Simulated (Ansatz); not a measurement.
**Optical constants of InSb**

These are results of DFT PBE, scalar-relativistic, plane waves, PAW (Ansatz), not measurements. Plane waves to 420 eV; Γ-centred k mesh 12×12×12; Fermi-Dirac smearing of 0.15 eV. No spin polarisation.

Relaxed structure:
```
In Sb
1.0
     0.00000    3.31857    3.31857
     3.31857    0.00000    3.31857
     3.31857    3.31857    0.00000
In Sb
1 1
Direct
  0.00000 0.00000 0.00000
  0.75000 0.75000 0.75000
```

In a metal these results depend on the k mesh and the smearing. Spin–orbit coupling is left out, which matters for heavy elements.

Independent-particle response (no local fields, no excitons) on a 18×18×18 mesh, broadened by 0.1 eV; the Drude term is undamped and its weight carries the smearing above, which sets much of it in a semimetal. The run couldn't bound its error over part or most of this range, so small peaks and near ties are unsure. Light polarised along y. ε₁ lacks the small share of bands above those solved.

Problem. Tabulate ε₁ and ε₂ against photon energy.

Solution.
```
E (eV)     ε₁     ε₂
   0.3   9.81   2.06
   0.8  19.62   4.82
   1.3  24.14  17.51
   1.8   8.16  15.42
   2.3   7.57  11.39
   2.8  11.02  11.67
   3.3   6.87  26.12
   3.8  -6.32  13.37
   4.3  -4.00   8.16
   4.8  -6.36   8.51
   5.3  -5.12   5.05
   5.8  -4.14   3.44
   6.3  -3.15   2.61
   6.8  -2.34   2.02
   7.3  -2.45   2.06
   7.8  -2.01   1.29
   8.3  -1.62   1.28
   8.8  -1.49   0.94
   9.3  -1.14   0.65
   9.8  -0.80   0.52
  10.3  -0.58   0.54
  10.8  -0.47   0.58
  11.3  -0.46   0.51
  11.8  -0.32   0.29
```

Problem. Where is the highest local maximum of ε₂ between 0.3 and 12 eV?

Solution. At 3.4 eV, where ε₂ = 28.2.

Cost: 1 run of about 1.8 core-minutes, on Intel Xeon 6975P-C (Granite Rapids) (shared hosts).